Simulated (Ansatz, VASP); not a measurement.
**CdF2: VASP beside Ansatz**

```
CELL_PARAMETERS angstrom
0.00000 2.69400 2.69400
2.99708 0.00000 2.69400
2.99708 2.69400 0.00000
ATOMIC_POSITIONS crystal
Cd 0.00000 0.00000 0.00000
F 0.25000 0.25000 0.25000
F 0.75000 0.75000 0.75000
```

Change from the starting cell: strain +0.1125 x Voigt [1, 0, 0, 0, 0, 0], atoms carried along.

Alike in both runs: task single point; functional LDA; k mesh 8 × 8 × 8; occupations gaussian, width 0.05 eV; no spin polarisation.

|  | VASP | Ansatz |
| --- | --- | --- |
| version | VASP 6.6.1 | Ansatz 0.2.0 |
| potentials or method | VASP PAW LDA potentials, release 64 (Cd, F) | scalar-relativistic, plane waves, PAW |
| plane-wave cutoff (eV) | 520 | 420 |
| valence electrons in the cell | 26 | 34 |

|  | VASP | Ansatz | Ansatz less VASP |
| --- | --- | --- | --- |
| gap on the k mesh at the Fermi level (eV) | 2.17 | 2.18 | +0.009 |
| least direct gap on the mesh (eV) | 2.77 | 2.78 | +0.004 |
| pressure (GPa) | -13.2 | -13.7 | -0.50 |
| largest component of the traceless stress (GPa) | 7.44 | 7.55 | +0.109 |

The two sets of potentials don't hold the same shells in valence.

A k mesh can miss the band edges.
